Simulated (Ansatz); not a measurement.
C6H8 can be A, `C=C(C)C#CC`, or B, `C1=CCCC=C1`.

Program: Ansatz. Geometries: PBE0-D4/def2-TZVP. ΔE: electronic, gas phase. CCSD(T)/CBS adds triple-zeta CCSD(T) − MP2 to the extrapolated MP2 energy (def2 sets, frozen cores). DFT in def2-TZVPP. B3LYP here is the variant with VWN-RPA as its local correlation; programs differ in this.

Which isomer does CCSD(T)/CBS put lower? Give the gap. (An estimate is asked.)

Ansatz gave: B, by 113.9 kJ/mol.

Give E(B) − E(A) in kJ/mol with MP2/def2-TZVPP, CCSD/def2-TZVPP, B3LYP, B3LYP-D4, CCSD(T)/def2-TZVPP, PBE-D4, ωB97M-V. (Best estimate.)

Computed: MP2/def2-TZVPP -108.2, CCSD/def2-TZVPP -112.3, B3LYP -93.7, B3LYP-D4 -104.3, CCSD(T)/def2-TZVPP -113.1, PBE-D4 -114.6, ωB97M-V -116.4. None reverses the order clearly.

Largest T1 diagnostic: 0.011.

In def2-TZVPP, CCSD(T) changes the Hartree–Fock value by −17.1 kJ/mol (the triples alone add −0.8 kJ/mol) and MP2 by −12.3 kJ/mol. The D4 term adds −10.6 kJ/mol with B3LYP and −5.2 kJ/mol with PBE0; it sums over pairs of atoms, weighted by their polarisabilities, and B3LYP, whose exchange is more repulsive, gets the larger term.
